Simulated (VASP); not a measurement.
## Ta: relaxation of cell and atoms with r2SCAN

The system is Ta.

```
Ta
1.0
    -1.60674    1.60674    1.60674
     1.60674   -1.60674    1.60674
     1.60674    1.60674   -1.60674
Ta
1
Direct
  0.00000 0.00000 0.00000
```

```yaml
Program: VASP 6.6.1
Task: relaxation of cell and atoms
Functional: r2SCAN
Potentials_or_basis: VASP PAW PBE potentials, release 64 (Ta_pv)
Cutoff: 600 eV
k_mesh: 16 × 16 × 16
Occupations: methfessel-paxton, width 0.1 eV
Spin: no spin polarisation
Target_pressure: 20.8 GPa
Further_INCAR_settings: ALGO = Normal; EDIFF = 1e-07; IBRION = 2; EDIFFG = -0.005; NSW = 90; ISIF = 3
Target_pressure: 20.8 GPa
```

* Pressure after relaxing: 20.8 GPa
* Band gap on the k mesh: none (metal or under the smearing width)

Final structure:
```
CELL_PARAMETERS angstrom
-1.60674 1.60674 1.60674
1.60674 -1.60674 1.60674
1.60674 1.60674 -1.60674
ATOMIC_POSITIONS crystal
Ta 0.00000 0.00000 0.00000
```

Levels at points of the mesh, in eV from the Fermi level:
| k point | band 1 | band 2 | band 3 | band 4 | band 5 | band 6 | band 7 | band 8 | band 9 |
| --- | --- | --- | --- | --- | --- | --- | --- | --- | --- |
| (0.00, 0.00, 0.00) | -33.85 | -33.85 | -33.85 | -8.61 | 0.86 | 0.86 | 0.86 | 4.64 | 4.64 |
| (0.50, 0.00, 0.00) | -35.46 | -34.36 | -33.87 | -4.93 | -1.81 | 1.94 | 4.58 | 5.74 | 8.96 |
| (0.50, 0.50, 0.50) | -34.95 | -34.95 | -34.95 | -4.47 | -4.47 | 7.84 | 7.84 | 7.84 | 9.88 |

Wall time 58 s on 1 thread of Intel(R) Xeon(R) Platinum 8488C (Sapphire Rapids), with other jobs on the host, peak memory 0.16 GiB.

Caveat: the relaxation stopped at its first step, so nothing moved; the cell is relaxed towards a set pressure, so the enthalpy falls and the energy may rise; the PAW data sets were made with another functional, which shifts forces and pressure a little. The run has no spin-orbit coupling, so splittings on Ta are missing.
